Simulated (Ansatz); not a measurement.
# Zr (Zr, fcc): the cost of one run

Method: DFT PBE, plane waves (420 eV) with PAW, scalar-relativistic, in Ansatz 0.2.0.

### 1 The starting structure

It takes space group Fm-3m (No. 225, cubic). The conventional cell has a = 4.533 Å, b = 4.533 Å, c = 4.533 Å, α = 90.00°, β = 90.00°, γ = 90.00°. Around Zr (site symmetry m-3m) lie 12 Zr at 3.21 Å.

Coordinates:

```cif
data_structure
_symmetry_space_group_name_H-M 'P 1'
_symmetry_Int_Tables_number 1
_cell_length_a 3.2051
_cell_length_b 3.2051
_cell_length_c 3.2051
_cell_angle_alpha 60.000
_cell_angle_beta 60.000
_cell_angle_gamma 60.000
_cell_volume 23.28
loop_
_atom_site_label
_atom_site_type_symbol
_atom_site_fract_x
_atom_site_fract_y
_atom_site_fract_z
_atom_site_occupancy
Zr1 Zr 0.00000 0.00000 0.00000 1
```

The atoms start with moments of +1 μB.

### 2 Relaxing cell and atoms

File input.yaml:

```yaml
crystal:
  lattice:
    - [0.0, 2.2663258114, 2.2663258114]
    - [2.2663258114, 0.0, 2.2663258114]
    - [2.2663258114, 2.2663258114, 0.0]
  atoms:
    - { symbol: Zr, position: [0.0, 0.0, 0.0], spin: 1.0 }
hamiltonian:
  xc: pbe
  pseudopotentials:
    kind: paw
    azcp:
      Zr: "pseudopotentials/Zr.paw.azcp"
basis:
  ecutwfc: 420
  fft_grid_basis: typed
kpoints:
  mp_grid: { grid: [12, 12, 12], shift: [0, 0, 0] }
magnetization:
  spin_polarized: true
scf:
  occupations: { method: fermi_dirac, width: 0.05 }
relax:
  max_steps: 60
  f_tol: 0.01
  cell: {}
```

Q: Estimate wall time and peak memory on 2 threads of an Arm CPU, shared host.

About 5.9 s, with a peak of 0.29 GiB.
